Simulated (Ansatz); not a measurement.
Runs of Ansatz 0.2.0 on BeS. Symmetry: F-43m, No. 216, cubic system. The conventional cell has a = 4.850 Å, b = 4.850 Å, c = 4.850 Å, α = 90.00°, β = 90.00°, γ = 90.00°. Around S (site symmetry -43m) lie 4 Be at 2.10 Å. Be (site symmetry -43m) has 4 S at 2.10 Å as nearest neighbours. 

| task | level | k mesh | cutoff (eV) | points for each segment of the path | gap on the mesh (eV) | pressure (GPa) | V0 of scaled cells (Å³/atom) | B0 (GPa) |
| --- | --- | --- | --- | --- | --- | --- | --- | --- |
| band structure | r2SCAN | 9 × 9 × 9 | 500 | 14 | 3.66 | 1.1 | - | - |
| equation of state | r2SCAN | 9 × 9 × 9 | 500 | - | - | - | 14.43 | 97 |
| band structure | PBE0 | 6 × 6 × 6 | 420 | 4 | 4.77 | 0.2 | - | - |
| equation of state | LDA | 9 × 9 × 9 | 420 | - | - | - | (b) | 102 |
| band structure | LDA | 9 × 9 × 9 | 420 | 14 | (a) | -3.2 | - | - |
| band structure | PBE | 9 × 9 × 9 | 420 | 14 | 3.20 | 1.5 | - | - |
| equation of state | PBEsol | 9 × 9 × 9 | 420 | - | - | - | 14.15 | 97 |

Alike in all rows: potentials or basis Ansatz PAW; no spin polarisation; cell as given; smearing fermi-dirac 0.05 eV.

**Question.** Estimate the missing entries.

**Answer.** (a) 2.99; (b) 13.79.

Caveats: the k mesh misses the band edges, so the gap on the mesh is wider than the one along the path (some runs); the PAW data sets come from PBE, with cores solved anew for the run's functional, which leaves a small shift of forces and pressure (some runs); the PAW data sets were made with another functional, which shifts forces and pressure a little (some runs); the thresholds are loose for stress (some runs).
